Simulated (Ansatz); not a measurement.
## AlRu: checking dH/dP = V

Computed with Ansatz, DFT PBEsol, scalar-relativistic, plane waves, PAW. Run with 420 eV cutoff, 14×14×14 k-mesh, Gaussian smearing of 0.10 eV, no spin polarisation.

Reference structure (relaxed):

```
CELL_PARAMETERS angstrom
2.97631 0.00000 0.00000
0.00000 2.97631 0.00000
0.00000 0.00000 2.97631
ATOMIC_POSITIONS crystal
Al 0.00000 0.00000 0.00000
Ru 0.50000 0.50000 0.50000
```

Cell and atoms were relaxed at each target pressure within the start's symmetry (Pm-3m), at zero temperature; other phases can be more stable under pressure. H = E + PV with P the target; E is the free energy at the smearing used, whose derivative the pressure is, per atom and counted from zero pressure. The mesh named is that at zero pressure; some other pressures ran on another.

```csv
P (GPa),V (Å³/atom),E − E0 (meV),H − H0 (meV)
0,13.183,0.0,0.0
1,13.123,0.2,82.1
4,12.951,2.9,326.2
12,12.553,22.5,962.7
25,12.011,84.1,1958.3
50,11.224,264.9,3767.8
90,10.341,642.4,6451.4
```

Q: Thermodynamics gives dH/dP = V along a relaxed path. Integrate V over P by the trapezoid rule and compare with the computed enthalpies.

A: With 1 eV/Å³ = 160.22 GPa, each step adds the mean volume times ΔP / 160.22:
| P (GPa) | ∫V dP (meV) | H − H0 (meV) | difference (meV) |
| --- | --- | --- | --- |
| 1 | 82.1 | 82.1 | 0.0 |
| 4 | 326.2 | 326.2 | 0.0 |
| 12 | 962.9 | 962.7 | 0.3 |
| 25 | 1959.5 | 1958.3 | 1.2 |
| 50 | 3772.3 | 3767.8 | 4.5 |
| 90 | 6464.3 | 6451.4 | 12.9 |

V(P) curves upward, so the trapezoid rule runs high; integrating a smooth curve through the same points puts that excess at about 11.4 meV at 90 GPa, against the 12.9 meV found.

Q: At 90 GPa, how much of the enthalpy change is stored energy and how much is the PV term?

A: E rises by 642 meV/atom and PV is 90 × 10.341 / 160.22 = 5809 meV/atom, so PV makes 90 % of ΔH. So between rival structures at high pressure a small difference in volume can outweigh the difference in energy: 1 % of this volume is worth 58.1 meV/atom at this pressure.

Q: What bulk modulus do the lowest pressures give?

A: From the pressures that the runs reached, -1.00 GPa (13.244 Å³) and 1.00 GPa (13.123 Å³), B = −ΔP/Δln V = 2.00 / 0.0091 = 219 GPa, a mean over that range.